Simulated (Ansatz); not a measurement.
## Hf2S (P6_3/mmc), work and stress of cleavage

The calculation used DFT r2SCAN, scalar-relativistic, plane waves, PAW (Ansatz 0.2.0). Settings: plane waves to 500 eV, k-mesh 16×16×4 (Γ-centred), Gaussian smearing 0.15 eV. Spin–orbit coupling is left out, which can shift energies with elements as heavy as these. No spin polarisation. Energies are free energies at this smearing, counted from the undisturbed cell; pressure is positive in compression.

The undisturbed cell (relaxed at this level; it needn't be the usual structure):

```xyz
6
Lattice="-3.3814 0.0000 0.0000 -1.6907 -2.9284 0.0000 0.0000 0.0000 11.7410" Properties=species:S:1:pos:R:3 pbc="T T T"
Hf   -3.3814   -1.9523   10.5637
Hf   -1.6907   -0.9761    4.6932
Hf   -3.3814   -1.9523    7.0477
Hf   -1.6907   -0.9761    1.1773
S     0.0000    0.0000    8.8057
S     0.0000    0.0000    2.9352
```

The cut lies on the cell's a–b face, a (0 0 1) plane (indices in the standard cell, whose axes needn't be the Cartesian ones shown) of area 9.90 Å², between layers 2.35 Å apart. Vector c is lengthened by d along the normal with the atoms' Cartesian places fixed: one unrelaxed cut a cell. The traction is positive where the two halves pull on each other.

| d (Å) | energy (J/m²) | traction (GPa) |
| --- | --- | --- |
| -0.30 | 0.66 | -49.2 |
| -0.15 | 0.15 | -20.7 |
| 0.00 | 0.00 | -0.2 |
| 0.25 | 0.27 | 19.1 |
| 0.50 | 0.85 | 26.1 |
| 0.75 | 1.52 | 26.7 |
| 1.00 | 2.17 | 25.1 |
| 1.50 | 3.29 | 19.1 |
| 2.00 | 4.09 | 13.0 |
| 3.00 | 4.88 | 4.0 |
| 4.50 | 5.14 | 0.5 |
| 6.00 | 5.17 | 0.0 |

Q: What are the work of separation and the cleavage stress, and do they fit the universal binding curve?

A: The energy levels off near W ≈ 5.17 J/m² (the traction is down to 0.0 GPa), the energy of the two unrelaxed faces, 2.58 J/m² each on average. The largest sampled traction is 26.7 GPa at d = 0.75 Å, and a parabola through it and its two neighbours peaks at σ_max ≈ 26.8 GPa, d ≈ 0.70 Å. The curve E = W[1 − (1 + d/ℓ)exp(−d/ℓ)] peaks in traction at d = ℓ with σ_max = W/(eℓ); with 1 J/m² per Å = 10 GPa this W and σ_max give ℓ = 0.71 Å. A parabola through that curve at the same three d peaks at 0.74 Å, against 0.70 Å here, a fair fit. Real crystals break at far lower stress, because cracks concentrate it, and on the plane of lowest W, which needn't be this one.

The cut is rigid; relaxing the faces lowers these energies and usually the stresses.

In a metal these slopes depend on the k mesh and the smearing.

Cost: 12 runs of about 20 core-minutes in all, on Oxide Virtual Turin-like Processor (Zen 5) (shared hosts).